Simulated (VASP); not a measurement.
A run of VASP 6.6.1 is set up as follows.

The input POSCAR:

```
AlN
1.0
    0.0000000000      2.0491148942      2.0491148942
    2.0491148942      0.0000000000      2.0491148942
    2.0491148942      2.0491148942      0.0000000000
Al N
1 1
Direct
    0.0000000000      0.0000000000      0.0000000000
    0.5000000000      0.5000000000      0.5000000000
```

File INCAR.step1:

```
SYSTEM = AlN
PREC = Accurate ; ENCUT = 520
EDIFF = 1E-5 ; ISMEAR = 0
SIGMA = 0.01 ; LREAL = .FALSE.
LASPH = .TRUE. ; NELM = 100
ALGO = Normal ; ISIF = 2
LWAVE = .TRUE. ; LCHARG = .FALSE.
GGA = PE ; NBANDS = 11
```

File INCAR.step2:

```
SYSTEM = AlN
PREC = Accurate ; ENCUT = 520
EDIFF = 1E-6 ; ISMEAR = 0
SIGMA = 0.01 ; LREAL = .FALSE.
LASPH = .TRUE. ; NELM = 100
ALGO = Normal ; ISIF = 2
LWAVE = .FALSE. ; LCHARG = .FALSE.
GGA = PE ; LHFCALC = .TRUE.
AEXX = 0.25 ; PRECFOCK = Normal
HFRCUT = -1 ; ISTART = 1
NBANDS = 11
```

Contents of KPOINTS:

```
regular mesh
0
G
  6 6 6
  0 0 0
```

Potentials or basis: VASP PAW PBE potentials, release 64 (Al, N).

Launch:

```bash
$ cat potpaw_PBE.64/Al/POTCAR potpaw_PBE.64/N/POTCAR > POTCAR
$ cp INCAR.step1 INCAR
$ mpirun -np 1 vasp_std > vasp.out
$ cp INCAR.step2 INCAR
$ mpirun -np 1 vasp_std > vasp.out
```

Question: Predict the band gap on the k mesh.

Answer: 6.31 eV, indirect (least direct gap 7.32 eV).

Question: Estimate the pressure.

Answer: -12.7 GPa.

Caveat: the k mesh is coarse (spacing up to 0.44 Å⁻¹), so the values aren't converged, least of all with exact exchange; the PAW data sets were made with another functional, which shifts forces and pressure a little. A k mesh can miss the band edges.
